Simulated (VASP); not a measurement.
**SrTiO3 in VASP: one cell, several levels of theory**

What does VASP give for SrTiO3, cubic perovskite, under -1.0 % biaxial strain in x and y, free along z, the cell held fixed? Runs: PBE, r2SCAN. The results are then set beside those of Ansatz 0.2.0 for the same cell.

Code: VASP 6.6.1. PAW datasets, plane waves. Calculated at 0 K for a non-magnetic cell.

## 1. The cell

The cell comes from an earlier relaxation with r2SCAN in another program, then strained, with the atoms relaxed again.

Space group P4/mmm (No. 123), tetragonal; conventional cell a = 3.868 Å, c = 3.932 Å, 11.76 Å³ an atom. Around Sr lie 12 O at 2.73–2.76 Å; around Ti lie 6 O at 1.93–1.97 Å; around O lie 2 Ti at 1.97 Å and 4 Sr at 2.73 Å; around O lie 2 Ti at 1.93 Å and 4 Sr at 2.76 Å.

Coordinates:

Space group P4/mmm (No. 123). a = 3.868 Å, b = 3.868 Å, c = 3.932 Å, α = 90.00°, β = 90.00°, γ = 90.00°
```csv
atom,site,symmetry,x,y,z
Sr,1a,4/mmm,0.0000,0.0000,0.0000
Ti,1d,4/mmm,0.5000,0.5000,0.5000
O,1c,4/mmm,0.5000,0.5000,0.0000
O,2e,mmm.,0.5000,0.0000,0.5000
```

## 2. Single point with PBE

File INCAR:

```
ENCUT = 520.000000
SIGMA = 0.020000
EDIFF = 1.00e-07
GGA = PE
PREC = Accurate
IBRION = -1
ISIF = 2
ISMEAR = -1
NBANDS = 28
NELM = 120
NSW = 0
LASPH = .TRUE.
LCHARG = .FALSE.
LWAVE = .FALSE.
LREAL = .FALSE.
```

File KPOINTS:

```
KPOINTS created by Atomic Simulation Environment
0
Gamma
6 6 6
0 0 0
```

File KPOINTS_OPT:

```
special points
4
Reciprocal
0.0000000000 0.0000000000 0.0000000000 1
0.0000000000 0.5000000000 0.0000000000 1
0.5000000000 0.5000000000 0.0000000000 1
0.5000000000 0.5000000000 0.5000000000 1
```

File POSCAR:

```
Sr Ti O
 1.0000000000000000
     3.8677829865000000    0.0000000000000000    0.0000000000000000
     0.0000000000000000    3.8677829865000000    0.0000000000000000
     0.0000000000000000    0.0000000000000000    3.9317034817000001
 Sr  Ti  O
   1   1   3
Cartesian
  0.0000000000000000  0.0000000000000000  0.0000000000000000
  1.9338914932499998  1.9338914932499998  1.9658517408499998
  1.9338914932499998  1.9338914932499998  0.0000000000000000
  1.9338914932499998  0.0000000000000000  1.9658517408499998
  0.0000000000000000  1.9338914932499998  1.9658517408499998
```

Potentials: the recommended PBE PAW datasets, 40 valence electrons in the neutral cell.

The run is started by

```console
$ mpirun -np 1 vasp_std
```

Standard output, without the iteration lines:

```text
POSCAR found type information on POSCAR SrTiO
 POSCAR found :  3 types and       5 ions
 LDA part: xc-table for (Slater+PW92), standard interpolation
 POSCAR, INCAR and KPOINTS ok, starting setup
 FFT: planning ... GRIDC
 FFT: planning ... GRID_SOFT
 FFT: planning ... GRID
 WAVECAR not read
 entering main loop
 Start KPOINTS_OPT (optional k-point list driver)
k-point batch [1-4\4]
```

OSZICAR:

```text
N       E                     dE             d eps       ncg     rms          rms(c)
DAV:   1     0.433928613425E+03    0.43393E+03   -0.21400E+04  2240   0.159E+03
DAV:   2    -0.439894624234E+01   -0.43833E+03   -0.41849E+03  2564   0.439E+02
DAV:   3    -0.482046249677E+02   -0.43806E+02   -0.43511E+02  3104   0.134E+02
DAV:   4    -0.502222024789E+02   -0.20176E+01   -0.20138E+01  3340   0.244E+01
DAV:   5    -0.502694921554E+02   -0.47290E-01   -0.47281E-01  3084   0.317E+00    0.271E+01
DAV:   6    -0.400187941944E+02    0.10251E+02   -0.51580E+01  3180   0.650E+01    0.149E+01
DAV:   7    -0.401037862425E+02   -0.84992E-01   -0.76449E+00  2944   0.205E+01    0.112E+01
DAV:   8    -0.400934696910E+02    0.10317E-01   -0.12999E+00  2696   0.120E+01    0.272E+00
DAV:   9    -0.400489464400E+02    0.44523E-01   -0.30235E-01  2860   0.511E+00    0.113E+00
DAV:  10    -0.400440976364E+02    0.48488E-02   -0.91893E-02  2632   0.207E+00    0.704E-01
DAV:  11    -0.400385297051E+02    0.55679E-02   -0.23141E-02  3468   0.149E+00    0.138E-01
DAV:  12    -0.400385366025E+02   -0.68974E-05   -0.12867E-03  2724   0.347E-01    0.108E-01
DAV:  13    -0.400385184916E+02    0.18111E-04   -0.36593E-04  3336   0.158E-01    0.482E-02
DAV:  14    -0.400385232151E+02   -0.47236E-05   -0.96346E-05  2752   0.566E-02    0.253E-02
DAV:  15    -0.400385198568E+02    0.33584E-05   -0.11025E-05  3012   0.313E-02    0.133E-02
DAV:  16    -0.400385195507E+02    0.30606E-06   -0.75113E-06  2560   0.205E-02    0.554E-03
DAV:  17    -0.400385197179E+02   -0.16715E-06   -0.72240E-07  2696   0.728E-03    0.157E-03
DAV:  18    -0.400385197634E+02   -0.45557E-07   -0.39053E-08  1548   0.167E-03
   1 F= -.40038520E+02 E0= -.40038520E+02  d E =-.144572E-13
       N       E                     dE             ncg
DAV:   1     0.297074950151E+04   -0.38923E+04      224
DAV:   2     0.142102744404E+04   -0.15497E+04      232
DAV:   3     0.123029326586E+04   -0.19073E+03      360
DAV:   4     0.122195228465E+04   -0.83410E+01      280
DAV:   5     0.122163295442E+04   -0.31933E+00      312
DAV:   6     0.122162839347E+04   -0.45609E-02      288
DAV:   7     0.122162828817E+04   -0.10531E-03      316
DAV:   8     0.122162828580E+04   -0.23704E-05      296
DAV:   9     0.122162828577E+04   -0.24922E-07      192
```

The lines after F= are the extra pass for the points of KPOINTS_OPT, at fixed density; their E is not a total energy.

OUTCAR, selected sections:

```text
k-points           NKPTS =     40   k-points in BZ     NKDIM =     40   number of bands    NBANDS=     28

   NELECT =      40.0000    total number of electrons

   dimension x,y,z NGX =    30 NGY =   30 NGZ =   30
   dimension x,y,z NGXF=    60 NGYF=   60 NGZF=   60

  energy-cutoff  :      520.00
  volume of cell :       58.82
      direct lattice vectors                 reciprocal lattice vectors
     3.867782986  0.000000000  0.000000000     0.258546047  0.000000000  0.000000000
     0.000000000  3.867782986  0.000000000     0.000000000  0.258546047  0.000000000
     0.000000000  0.000000000  3.931703482     0.000000000  0.000000000  0.254342680

 k-points in reciprocal lattice and weights: KPOINTS created by Atomic Simulation Env
   0.00000000  0.00000000  0.00000000       0.005
   0.16666667  0.00000000  0.00000000       0.019
   0.33333333  0.00000000  0.00000000       0.019
   0.50000000  0.00000000  0.00000000       0.009
   0.16666667  0.16666667  0.00000000       0.019
   0.33333333  0.16666667  0.00000000       0.037
   0.50000000  0.16666667  0.00000000       0.019
   0.33333333  0.33333333  0.00000000       0.019
[... 32 more k-points ...]

 E-fermi :   4.8423

 k-point     1 :       0.0000    0.0000    0.0000
  band No.  band energies     occupation
      1     -52.1462      2.00000
      2     -28.4850      2.00000
      3     -28.4055      2.00000
      4     -28.4055      2.00000
      5     -28.3921      2.00000
      6     -13.2111      2.00000
      7     -12.2491      2.00000
      8     -12.1735      2.00000
      9     -10.4969      2.00000
     10     -10.4732      2.00000
     11     -10.4732      2.00000
     12       1.3776      2.00000
     13       1.4638      2.00000
     14       1.4638      2.00000
     15       3.0388      2.00000
     16       3.0975      2.00000
     17       3.0975      2.00000
     18       3.9083      2.00000
     19       3.9250      2.00000
     20       3.9250      2.00000
     21       6.1362      0.00000
     22       6.1362      0.00000
     23       6.1654      0.00000
     24       8.5887      0.00000
     25       8.7270      0.00000
     26       9.6118      0.00000
     27       9.7575      0.00000
     28      10.5950      0.00000

 k-point     2 :       0.1667    0.0000    0.0000
  band No.  band energies     occupation
      1     -52.1457      2.00000
      2     -28.5175      2.00000
      3     -28.4047      2.00000
      4     -28.3913      2.00000
      5     -28.3867      2.00000
      6     -13.2201      2.00000
      7     -12.2332      2.00000
      8     -12.1769      2.00000
      9     -10.4841      2.00000
     10     -10.4602      2.00000
     11     -10.2921      2.00000
     12       1.0855      2.00000
     13       1.3546      2.00000
     14       1.4445      2.00000
     15       2.6843      2.00000
     16       2.7385      2.00000
     17       2.8523      2.00000
     18       3.1570      2.00000
     19       3.7573      2.00000
     20       3.7696      2.00000
     21       6.1802      0.00000
     22       6.7399      0.00000
     23       6.7626      0.00000
     24       8.6246      0.00000
     25       9.4501      0.00000
     26      10.0838      0.00000
     27      10.2410      0.00000
     28      11.2580      0.00000

 k-point     3 :       0.3333    0.0000    0.0000
  band No.  band energies     occupation
      1     -52.1448      2.00000
      2     -28.5688      2.00000
      3     -28.4031      2.00000
      4     -28.3896      2.00000
      5     -28.3621      2.00000
      6     -13.3419      2.00000
      7     -12.1626      2.00000
      8     -12.0312      2.00000
      9     -10.4583      2.00000
     10     -10.4340      2.00000
     11      -9.9952      2.00000
     12       0.2747      2.00000
     13       1.3261      2.00000
     14       1.4272      2.00000
     15       2.0882      2.00000
     16       2.1334      2.00000
     17       2.1428      2.00000
     18       2.4285      2.00000
     19       3.5924      2.00000
     20       3.5943      2.00000
     21       6.2717      0.00000
     22       7.7179      0.00000
     23       7.7293      0.00000
     24       8.6360      0.00000
     25      10.5106      0.00000
     26      11.1275      0.00000
     27      11.2389      0.00000
     28      12.4015      0.00000

[... the tables of k-points 4 to 40 left out ...]

  Total        3.2490228      3.2490228      1.7318849      0.0000000      0.0000000      0.0000000
  in kB       88.5030809     88.5030809     47.1763839      0.0000000      0.0000000      0.0000000
  external PRESSURE =      74.7275152 kB  Pullay stress =       0.0000000 kB

 POSITION                                       TOTAL-FORCE (eV/Angst)
 -----------------------------------------------------------------------------------
      0.00000      0.00000      0.00000         0.000000      0.000000      0.000000
      1.93389      1.93389      1.96585         0.000000      0.000000      0.000000
      1.93389      1.93389      0.00000         0.000000      0.000000      0.000000
      1.93389      0.00000      1.96585         0.000000      0.000000      0.000000
      0.00000      1.93389      1.96585         0.000000      0.000000      0.000000
 -----------------------------------------------------------------------------------
    total drift:                                0.000000      0.000000     -0.000000

  FREE ENERGIE OF THE ION-ELECTRON SYSTEM (eV)
  ---------------------------------------------------
  free  energy   TOTEN  =       -40.0385197634 eV

  energy  without entropy=      -40.0385197634  energy(sigma->0) =      -40.03851976
```

Hardware: 1 MPI rank of Intel Xeon Platinum 8488C, shared host.

The levels at the points of KPOINTS_OPT are read from vasprun.xml.

Band energies at the special points (eV, zero at the top of v, the last band that the electrons fill by count):

```
point    v−1      v     c   c+1
    Γ  -0.37  -0.37  1.84  1.84
    X  -0.77  -0.76  2.03  3.87
    M  -1.55  -0.09  3.88  3.88
    R  -0.04   0.00  4.49  4.49
```

The PBE gap is 1.84 eV and indirect (R to Γ), with 2.21 eV as the least direct one. The pressure is 7.47 GPa; the forces vanish within 0.01 eV/Å.

## 3. r2SCAN at this geometry

File INCAR:

```
ENCUT = 520.000000
SIGMA = 0.010000
EDIFF = 1.00e-07
ALGO = Normal
METAGGA = R2SCAN
PREC = Accurate
IBRION = -1
ISIF = 2
ISMEAR = 0
NBANDS = 28
NELM = 120
NSW = 0
LASPH = .TRUE.
LCHARG = .FALSE.
LWAVE = .FALSE.
LREAL = .FALSE.
```

KPOINTS is that of step 2.

KPOINTS_OPT is that of step 2.

POSCAR is that of step 2.

The run is started by

```console
$ mpirun -np 1 vasp_std
```

Standard output, without the iteration lines:

```text
POSCAR found type information on POSCAR SrTiO
 POSCAR found :  3 types and       5 ions
 -----------------------------------------------------------------------------
|                                                                             |
|                                                                             |
|     You enforced a specific xc type in the INCAR file but a different       |
|     I HOPE YOU KNOW WHAT YOU ARE DOING!                                     |
|                                                                             |
 -----------------------------------------------------------------------------

 LDA part: xc-table for (None), standard interpolation
 POSCAR, INCAR and KPOINTS ok, starting setup
 FFT: planning ... GRIDC
 FFT: planning ... GRID_SOFT
 FFT: planning ... GRID
 WAVECAR not read
 entering main loop
 Start KPOINTS_OPT (optional k-point list driver)
k-point batch [1-4\4]
```

OSZICAR:

```text
N       E                     dE             d eps       ncg     rms          rms(c)
DAV:   1     0.413375266335E+03    0.41338E+03   -0.21756E+04  2240   0.163E+03
DAV:   2    -0.398844237353E+02   -0.45326E+03   -0.43382E+03  2564   0.451E+02
DAV:   3    -0.838397444558E+02   -0.43955E+02   -0.43669E+02  3200   0.136E+02
DAV:   4    -0.860897302849E+02   -0.22500E+01   -0.22439E+01  3356   0.253E+01
DAV:   5    -0.861453951820E+02   -0.55665E-01   -0.55653E-01  3176   0.350E+00    0.272E+01
DAV:   6    -0.626529913404E+02    0.23492E+02   -0.36391E+01  3184   0.671E+01    0.127E+01
DAV:   7    -0.632313203989E+02   -0.57833E+00   -0.37754E+00  2692   0.113E+01    0.792E+00
DAV:   8    -0.633086481353E+02   -0.77328E-01   -0.54113E-01  2596   0.502E+00    0.135E+00
DAV:   9    -0.633068070126E+02    0.18411E-02   -0.12799E-01  3508   0.236E+00    0.769E-01
DAV:  10    -0.633140554180E+02   -0.72484E-02   -0.50677E-02  2720   0.290E+00    0.666E-01
DAV:  11    -0.633078406963E+02    0.62147E-02   -0.29564E-02  3168   0.177E+00    0.148E-01
DAV:  12    -0.633075658750E+02    0.27482E-03   -0.19652E-03  2812   0.391E-01    0.945E-02
DAV:  13    -0.633075654752E+02    0.39984E-06   -0.37113E-04  2812   0.235E-01    0.591E-02
DAV:  14    -0.633075333858E+02    0.32089E-04   -0.12209E-04  2996   0.108E-01    0.825E-03
DAV:  15    -0.633075359562E+02   -0.25704E-05   -0.10069E-05  3080   0.254E-02    0.789E-03
DAV:  16    -0.633075347688E+02    0.11874E-05   -0.60481E-06  3388   0.176E-02    0.167E-03
DAV:  17    -0.633075348057E+02   -0.36964E-07   -0.28210E-07  2256   0.448E-03
   1 F= -.63307535E+02 E0= -.63307535E+02  d E =-.227392E-97
       N       E                     dE             ncg
DAV:   1     0.289836446337E+04   -0.39647E+04      224
DAV:   2     0.126925360101E+04   -0.16291E+04      240
DAV:   3     0.108522859573E+04   -0.18403E+03      348
DAV:   4     0.107800207848E+04   -0.72265E+01      296
DAV:   5     0.107777360108E+04   -0.22848E+00      296
DAV:   6     0.107776991588E+04   -0.36852E-02      304
DAV:   7     0.107776986614E+04   -0.49741E-04      296
DAV:   8     0.107776986423E+04   -0.19105E-05      304
DAV:   9     0.107776986422E+04   -0.12352E-07      180
```

From OUTCAR:

```text
k-points           NKPTS =     40   k-points in BZ     NKDIM =     40   number of bands    NBANDS=     28

   NELECT =      40.0000    total number of electrons

   dimension x,y,z NGX =    30 NGY =   30 NGZ =   30
   dimension x,y,z NGXF=    60 NGYF=   60 NGZF=   60

  energy-cutoff  :      520.00
  volume of cell :       58.82
      direct lattice vectors                 reciprocal lattice vectors
     3.867782986  0.000000000  0.000000000     0.258546047  0.000000000  0.000000000
     0.000000000  3.867782986  0.000000000     0.000000000  0.258546047  0.000000000
     0.000000000  0.000000000  3.931703482     0.000000000  0.000000000  0.254342680

 k-points in reciprocal lattice and weights: KPOINTS created by Atomic Simulation Env
   0.00000000  0.00000000  0.00000000       0.005
   0.16666667  0.00000000  0.00000000       0.019
   0.33333333  0.00000000  0.00000000       0.019
   0.50000000  0.00000000  0.00000000       0.009
   0.16666667  0.16666667  0.00000000       0.019
   0.33333333  0.16666667  0.00000000       0.037
   0.50000000  0.16666667  0.00000000       0.019
   0.33333333  0.33333333  0.00000000       0.019
[... 32 more k-points ...]

 E-fermi :   4.1228

 k-point     1 :       0.0000    0.0000    0.0000
  band No.  band energies     occupation
      1     -54.6645      2.00000
      2     -29.8810      2.00000
      3     -29.8766      2.00000
      4     -29.8766      2.00000
      5     -29.8603      2.00000
      6     -14.5181      2.00000
      7     -13.6022      2.00000
      8     -13.5197      2.00000
      9     -11.2765      2.00000
     10     -11.2528      2.00000
     11     -11.2528      2.00000
     12       0.9794      2.00000
     13       1.0630      2.00000
     14       1.0630      2.00000
     15       2.6775      2.00000
     16       2.7364      2.00000
     17       2.7364      2.00000
     18       3.5669      2.00000
     19       3.5794      2.00000
     20       3.5794      2.00000
     21       6.2444      0.00000
     22       6.2444      0.00000
     23       6.2740      0.00000
     24       8.5714      0.00000
     25       8.7091      0.00000
     26       9.8640      0.00000
     27      10.0147      0.00000
     28      11.1499      0.00000

 k-point     2 :       0.1667    0.0000    0.0000
  band No.  band energies     occupation
      1     -54.6640      2.00000
      2     -29.9482      2.00000
      3     -29.8758      2.00000
      4     -29.8594      2.00000
      5     -29.8255      2.00000
      6     -14.5097      2.00000
      7     -13.5711      2.00000
      8     -13.5198      2.00000
      9     -11.2636      2.00000
     10     -11.2397      2.00000
     11     -11.1037      2.00000
     12       0.6761      2.00000
     13       0.9616      2.00000
     14       1.0493      2.00000
     15       2.3444      2.00000
     16       2.3983      2.00000
     17       2.5006      2.00000
     18       2.8150      2.00000
     19       3.4168      2.00000
     20       3.4252      2.00000
     21       6.2868      0.00000
     22       6.8275      0.00000
     23       6.8502      0.00000
     24       8.6070      0.00000
     25       9.4713      0.00000
     26      10.3435      0.00000
     27      10.5023      0.00000
     28      11.8083      0.00000

 k-point     3 :       0.3333    0.0000    0.0000
  band No.  band energies     occupation
      1     -54.6631      2.00000
      2     -30.0142      2.00000
      3     -29.8741      2.00000
      4     -29.8578      2.00000
      5     -29.7910      2.00000
      6     -14.5971      2.00000
      7     -13.5123      2.00000
      8     -13.3522      2.00000
      9     -11.2376      2.00000
     10     -11.2133      2.00000
     11     -10.8436      2.00000
     12      -0.1679      2.00000
     13       0.9448      2.00000
     14       1.0448      2.00000
     15       1.7593      2.00000
     16       1.8036      2.00000
     17       1.8139      2.00000
     18       2.0892      2.00000
     19       3.2395      2.00000
     20       3.2450      2.00000
     21       6.3747      0.00000
     22       7.8038      0.00000
     23       7.8147      0.00000
     24       8.6182      0.00000
     25      10.6012      0.00000
     26      11.4132      0.00000
     27      11.5320      0.00000
     28      12.7600      0.00000

[... the tables of k-points 4 to 40 left out ...]

  Total        1.8981269      1.8981269      0.3342569      0.0000000     -0.0000000      0.0000000
  in kB       51.7048022     51.7048022      9.1051275      0.0000000     -0.0000000      0.0000000
  external PRESSURE =      37.5049106 kB  Pullay stress =       0.0000000 kB

 POSITION                                       TOTAL-FORCE (eV/Angst)
 -----------------------------------------------------------------------------------
      0.00000      0.00000      0.00000         0.000000      0.000000      0.000000
      1.93389      1.93389      1.96585         0.000000      0.000000      0.000000
      1.93389      1.93389      0.00000         0.000000      0.000000      0.000000
      1.93389      0.00000      1.96585         0.000000      0.000000      0.000000
      0.00000      1.93389      1.96585         0.000000      0.000000      0.000000
 -----------------------------------------------------------------------------------
    total drift:                                0.000000      0.000000     -0.000000

  FREE ENERGIE OF THE ION-ELECTRON SYSTEM (eV)
  ---------------------------------------------------
  free  energy   TOTEN  =       -63.3075348057 eV

  energy  without entropy=      -63.3075348057  energy(sigma->0) =      -63.30753481
```

Hardware: 1 MPI rank of Intel Xeon Platinum 8488C, shared host.

The levels at the points of KPOINTS_OPT are read from vasprun.xml.

Levels at the named points, in eV from the top of band v (v: the last filled band by count, c: the next):

```
point    v−1      v     c   c+1
    Γ  -0.40  -0.40  2.27  2.27
    X  -0.81  -0.79  2.44  4.28
    M  -1.58  -0.08  4.29  4.29
    R  -0.04   0.00  4.92  4.92
```

Gap with r2SCAN: 2.27 eV, valence top at R, conduction bottom at Γ. Least direct gap: 2.66 eV. The pressure is 3.75 GPa; the forces vanish within 0.01 eV/Å.

## 4. Results

```
 level  gap (eV)  pressure (GPa)  Ansatz: gap (eV)  Ansatz: pressure (GPa)
   PBE      1.84            7.47              1.87                    6.80
r2SCAN      2.27            3.75              2.26                    2.78
```

The gap spans 1.84 eV (PBE) to 2.27 eV (r2SCAN). At this one volume the pressure spans 3.8 GPa (r2SCAN) to 7.5 GPa (PBE): PBE wants the largest cell and r2SCAN the smallest. The two programs agree on the gap within 0.04 eV, far less than the spread between functionals. Each program uses its own PAW datasets and cutoff.
